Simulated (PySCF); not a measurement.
Work out the structure from these simulated measurements.

Formula: C6H6O.

- 13C NMR: chemical shifts (computed TMS as zero) by class: 197.8 (1 C), 146.8 (1 C), 133.2 (1 C), 92.3 (1 C), 86.9 (1 C), 32.8 (1 C) ppm [GIAO PBE0/pcSseg-1]
- 1H NMR: chemical shifts (computed TMS as zero) by class: 7.26 (1 H), 6.47 (1 H), 2.95 (1 H), 2.55 (3 H) ppm [GIAO PBE0/pcSseg-1]
- Polarisability: 73.5 au [PBE0/def2-SVPD]
- Triplet: lowest triplet excitation (Tamm–Dancoff): 2.92 eV [TDA PBE0/def2-SVPD]
- NMR, other nuclei: isotropic shieldings of nuclei other than C and H, by class: -298 (1 O) ppm [GIAO PBE0/pcSseg-1]
- Dipole: 2.62 D [PBE0/def2-SVPD]
- Rotational structure: rotational constants A, B, C: 4.233, 2.351, 1.526 GHz [GFN2-xTB]
- UV, strongest line: among the 6 lowest singlet transitions: S2 at 4.87 eV (255 nm, f = 0.127) [TDDFT PBE0/def2-SVPD]
- UV, first state: lowest singlet excitation: 3.59 eV (345 nm, f = 0.000) [TDDFT PBE0/def2-SVPD]

The electronic properties come from PySCF, for the isolated species, density fitting. Levels stand in brackets. The structure is a single GFN2-xTB conformer in the gas phase; no vibrational or solvent corrections. NMR classes are plain means over equivalent atoms (diastereotopic ones count apart unless rotation or inversion swaps them), as if these changed places fast.

Problem. Propose a structure and show how it fits.

Solution. Numbering: `[CH:1]#[C:2][C:3](=[CH2:4])[C:5]([CH3:6])=[O:7]`. Its formula, C6H6O, gives 4 degrees of unsaturation: 0 rings and 4 π bonds in the structure found. 6 carbons fall into 6 classes; from least to most shielded: ketone carbonyl carbon [C5] (197.8 ppm), terminal =CH2 carbon [C4] (146.8 ppm), fully substituted alkene carbon [C3] (133.2 ppm), terminal alkyne carbon [C1] (92.3 ppm), alkyne carbon [C2] (86.9 ppm), methyl carbon next to a carbonyl [C6] (32.8 ppm). Hydrogen classes from least to most shielded: 1 H on a terminal =CH2 carbon, C4 (7.26 ppm), 1 H on a terminal =CH2 carbon, C4 (6.47 ppm), 1 H on a terminal alkyne carbon, C1 (2.95 ppm), 3 H on a methyl carbon next to a carbonyl, C6 (2.55 ppm, a mean of values up to 0.7 ppm apart in this geometry). The other shieldings belong to: -298 ppm, ketone oxygen [O7]. S1 is mainly HOMO→LUMO (weight 0.94); the largest Löwdin shares of the orbital it empties are 0.53 on the ketone oxygen, 0.10 on the ketone carbonyl carbon, 0.10 on the methyl carbon next to a carbonyl and 0.08 on the terminal alkyne carbon, of the orbital it fills 0.30 on the terminal =CH2 carbon, 0.17 on the fully substituted alkene carbon, 0.15 on the ketone carbonyl carbon and 0.13 on the ketone oxygen. The optimised geometry has point group Cs and is an asymmetric top. Structure: `C#CC(=C)C(C)=O`. Computed isomers that give other values at the same levels: `Oc1ccccc1` (13C chemical shifts (computed TMS as zero) by class: 163.8 (1 C), 135.3 (2 C), 124.8 (1 C), 118.7 (2 C) ppm); `C=C(C)C#CC=O` (13C chemical shifts (computed TMS as zero) by class: 180.7 (1 C), 141.5 (1 C), 134.1 (1 C), 102.0 (1 C), 95.3 (1 C), 26.0 (1 C) ppm); `C#CC(=O)CC=C` (rotational constant A: 7.138 GHz; this holds for the one conformer computed). The assignments are read from this structure; whether some other isomer fits the data as well wasn't checked.

Shape of the structure used: `[CH:1]#[C:2][C:3](=[CH2:4])[C:5]([CH3:6])=[O:7]`: C2–C3–C5–C6 0°.
